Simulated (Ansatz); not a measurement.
# Ti: the cost of one run

Computed with Ansatz 0.2.0 (DFT PBE, scalar-relativistic, plane waves, PAW, unless a step's input says otherwise).

2 further runs of the same task are left out: 1 that didn't finish, 1 set aside as unsound or not needed.

### 1 The system as given

It takes space group P6_3/mmc (No. 194, hexagonal). The conventional cell has a = 2.939 Å, b = 2.939 Å, c = 4.650 Å, α = 90.00°, β = 90.00°, γ = 120.00°. Ti (site symmetry -6m2) is surrounded by 12 Ti at 2.88 to 2.94 Å.

Structure file:

```
CELL_PARAMETERS angstrom
2.93858 0.00000 0.00000
-1.46929 2.54489 0.00000
0.00000 0.00000 4.65043
ATOMIC_POSITIONS crystal
Ti 0.33333 0.66667 0.25000
Ti 0.66667 0.33333 0.75000
```

This cell was relaxed beforehand with the same method: volume 17.39 Å³/atom, gap on the mesh none (metal).

### 2 The linear chain

A free-standing chain of the crystal's atoms, periodic along c. Atoms and period relax; energies count from the bulk, -2499.6672 eV an atom.

The cell holds 1 Ti: a = 9.000 Å, b = 9.300 Å, c = 2.591 Å, α = 90.00°, β = 90.00°, γ = 90.00°.

### 3 Relaxation

Pressure and volume refer to the whole cell with its vacuum; only the period along c may change.

Input file input.yaml:

```yaml
crystal:
  lattice:
    - [9.0, 0.0, 0.0]
    - [0.0, 9.3, 0.0]
    - [0.0, 0.0, 2.590537062]
  atoms:
    - { symbol: Ti, position: [0.5, 0.5, 0.0], spin: 1.5 }
basis:
  ecutwfc: 420
kpoints:
  mp_grid: { grid: [1, 1, 25] }
hamiltonian:
  xc: pbe
scf:
  occupations: { method: gaussian, width: 0.05 }
output:
  forces: true
  stress: true
  eigenvalues: true
  populations: true
  write_density: true
  write_potential: true
  elf: true
  volumetric_format: npy
magnetization:
  spin_polarized: true
relax:
  adjacent_minimum: "off"
  f_tol: 0.01
  max_steps: 45
  cell: { fix: [a, b, alpha, beta, gamma], stress_tol: 0.03 }
```

The run is started by

```
> ansatz run input.yaml --threads 2 --pin off --max-ram 5120MiB --backend cpu --events-out ev --progress --plain --runs-dir out
```

**Question.** How long does this run take on 2 threads of Arm Neoverse V2, shared host, and how much memory does it need?

About 12 s, with a peak of 0.44 GiB.
